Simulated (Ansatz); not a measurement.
Geometry optimisation, Ansatz, DFT PBE-D3(BJ), scalar-relativistic, plane waves, PAW.

Input:

```yaml
crystal:
  lattice:
    - [-4.758152, -2.74712, 4.3299]
    - [4.758152, -2.74712, 4.3299]
    - [0.0, 5.494241, 4.3299]
  atoms:
    - { symbol: Al, position: [0.3529306, 0.3542564, 0.3495873] }
    - { symbol: Al, position: [0.153984, 0.1510523, 0.1442981] }
    - { symbol: Al, position: [0.6397805, 0.6507872, 0.6408979] }
    - { symbol: Al, position: [0.8563146, 0.848938, 0.8484915] }
    - { symbol: O, position: [0.5948188, 0.4028222, 0.7476377] }
    - { symbol: O, position: [0.745389, 0.5959837, 0.3969438] }
    - { symbol: F, position: [0.4052057, 0.7480044, 0.5854667], spin: 1.0 }
    - { symbol: O, position: [0.4002502, 0.5931066, 0.2444677] }
    - { symbol: O, position: [0.2540386, 0.4040966, 0.5989445] }
    - { symbol: O, position: [0.605849, 0.2475561, 0.3944196] }
    - { symbol: Al, position: [0.8567134, 0.8482319, 0.3565523] }
    - { symbol: Al, position: [0.6452494, 0.6428653, 0.1561297] }
    - { symbol: Al, position: [0.1466991, 0.1500511, 0.6536554] }
    - { symbol: Al, position: [0.3527047, 0.3550213, 0.8577765] }
    - { symbol: O, position: [0.2445288, 0.0919417, 0.4036592] }
    - { symbol: O, position: [0.905216, 0.2508293, 0.5918836] }
    - { symbol: O, position: [0.9007337, 0.0942833, 0.2503642] }
    - { symbol: O, position: [0.745913, 0.9024002, 0.5976671] }
    - { symbol: O, position: [0.0975318, 0.7538547, 0.4088434] }
    - { symbol: Al, position: [0.8519186, 0.3608535, 0.8452499] }
    - { symbol: Al, position: [0.6488707, 0.1474191, 0.6463181] }
    - { symbol: Al, position: [0.1453953, 0.6487024, 0.1447705] }
    - { symbol: Al, position: [0.3567193, 0.8462805, 0.3523965] }
    - { symbol: O, position: [0.089984, 0.401125, 0.2535612] }
    - { symbol: O, position: [0.2503498, 0.5894738, 0.9049288] }
    - { symbol: O, position: [0.9074571, 0.757186, 0.0973666] }
    - { symbol: O, position: [0.9011418, 0.600003, 0.7563953] }
    - { symbol: O, position: [0.7440422, 0.4036152, 0.0964927] }
    - { symbol: O, position: [0.0955408, 0.247108, 0.9135531] }
    - { symbol: Al, position: [0.3527506, 0.8505887, 0.8502674] }
    - { symbol: Al, position: [0.1441676, 0.6485889, 0.6486775] }
    - { symbol: Al, position: [0.6430773, 0.1463796, 0.1484863] }
    - { symbol: Al, position: [0.8503102, 0.3573933, 0.3559592] }
    - { symbol: O, position: [0.5913158, 0.8987914, 0.2500695] }
    - { symbol: O, position: [0.7475859, 0.0996237, 0.9060368] }
    - { symbol: O, position: [0.3996707, 0.2464277, 0.0962053] }
    - { symbol: O, position: [0.4031533, 0.0946508, 0.7529356] }
    - { symbol: O, position: [0.2591724, 0.8970572, 0.1061984] }
    - { symbol: O, position: [0.5897006, 0.7540939, 0.9111142] }
magnetization:
  spin_polarized: true
total_charge: -2
basis:
  ecutwfc: 420.0
kpoints:
  mp_grid: { grid: [2, 2, 2] }
hamiltonian:
  xc: pbe
  dispersion: d3bj
  pseudopotentials: { kind: paw, azcp: { folder: soft_1 } }
scf:
  occupations: { method: fermi_dirac, width: 0.05 }
  lower_state_search: "off"
relax:
  f_tol: 0.03
  max_steps: 60
  adjacent_minimum: "off"
```

Command:

```bash
$ ansatz run input.yaml --threads 4 --pin off --max-ram 10240MiB --backend cpu --events-out ev --progress --plain --runs-dir out
```

Where does it end, and by what steps?

The run converged. Limits of this set-up: coarse k mesh, charged cell in a uniform background, uncorrected. After 13 steps the energy has fallen by 5.189 eV; Al13 moved furthest, 0.88 Å. Parted: F7–Al30, O9–Al13. Joined: Al13–Al31.

```csv
step,energy less start (eV),largest force component (eV/Å),accepted
0,0.0000,2.545,yes
1,-1.7459,2.309,yes
2,-3.6038,1.951,yes
3,-4.2460,1.024,yes
4,-4.6654,0.524,yes
5,-4.9037,0.789,yes
6,-5.0106,0.562,yes
7,-5.1293,0.272,yes
8,-5.1493,0.347,yes
9,-5.1757,0.170,yes
10,-5.1807,0.193,yes
11,-5.1845,0.158,yes
12,-5.1882,0.059,yes
13,-5.1887,0.013,yes
```

```xyz
39
Lattice="-4.7582 -2.7471 4.3299 4.7582 -2.7471 4.3299 0.0000 5.4942 4.3299" Properties=species:S:1:pos:R:3
Al 0.072 0.112 4.606
Al 0.025 -0.012 1.955
Al -0.140 -0.017 8.539
Al 0.045 -0.035 11.215
O -0.913 1.360 7.628
O -0.794 -1.511 7.610
F 1.192 -0.194 7.415
O 0.919 -1.415 5.368
O 0.854 1.399 5.567
O -1.608 -0.104 5.419
Al 0.017 -2.748 8.886
Al 0.005 -2.757 6.230
Al -0.385 3.196 3.455
Al 0.062 2.709 6.627
O -0.698 1.293 3.255
O -3.142 0.147 7.540
O -3.819 -1.361 5.414
O 0.849 -1.267 9.600
O 3.094 -0.171 5.321
Al -2.455 1.380 8.896
Al -2.360 1.366 6.278
Al 2.374 -1.385 4.062
Al 2.422 -1.371 6.708
O 1.473 0.037 3.265
O 1.678 2.646 7.600
O -0.712 -3.982 7.559
O -1.504 0.039 9.738
O -1.643 -2.627 5.427
O 0.788 4.054 5.510
Al 2.462 1.345 9.006
Al 2.520 1.384 6.352
Al -2.290 -1.347 4.098
Al -2.394 -1.354 6.752
O 1.487 -2.768 7.546
O -3.014 2.695 7.607
O -0.676 -1.238 3.264
O -1.451 2.718 5.569
O 3.130 -2.622 5.461
O 0.748 1.229 9.746
```

Run time: 3.5 min on 4 threads of Arm Neoverse V2, with other jobs on the host, peak memory 1.5 GiB.
